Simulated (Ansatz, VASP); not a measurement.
**B2As: VASP beside Ansatz**

```xyz
6
Lattice="5.4947 0.0000 0.0000 0.0000 5.4947 0.0000 0.0000 0.0000 2.0148" Properties=species:S:1:pos:R:3 pbc="T T T"
B     0.9714    1.7759    0.0000
B     1.7759    4.5233    0.0000
B     4.5233    3.7188    0.0000
B     3.7188    0.9714    0.0000
As    0.0000    0.0000    0.0000
As    2.7473    2.7473    0.0000
```

Alike in both runs: task relaxation of cell and atoms; functional PBE; k mesh 4 × 4 × 8; occupations gaussian, width 0.1 eV; no spin polarisation.

|  | VASP | Ansatz |
| --- | --- | --- |
| version | VASP 6.6.1 | Ansatz 0.2.0 |
| potentials or method | VASP PAW PBE potentials, release 64 (B, As) | scalar-relativistic, plane waves, PAW |
| plane-wave cutoff (eV) | 600 | 420 |
| valence electrons in the cell | 22 | 42 |

|  | VASP | Ansatz | Ansatz less VASP |
| --- | --- | --- | --- |
| gap on the k mesh at the Fermi level, each at its own relaxed structure (eV) | none | none | - |
| relaxed volume (Å³/atom) | 12.26 | 12.24 | -0.018 |
| relaxed cell length with the largest relative difference (Å) | 2.619 | 2.615 | -0.0034 |
| energy change over the relaxation (meV/atom) | -1214 | -1184 | +29.7 |

A gap of «none» marks a metal or a gap that the smearing closes. The two sets of potentials don't hold the same shells in valence.

Caveats: the k mesh is coarse (spacing up to 0.39 Å⁻¹), so the values aren't converged; the volume moved by over 15 % at a fixed basis, so the end points are rough; the bands computed are all filled at some k points, so no gap is given.
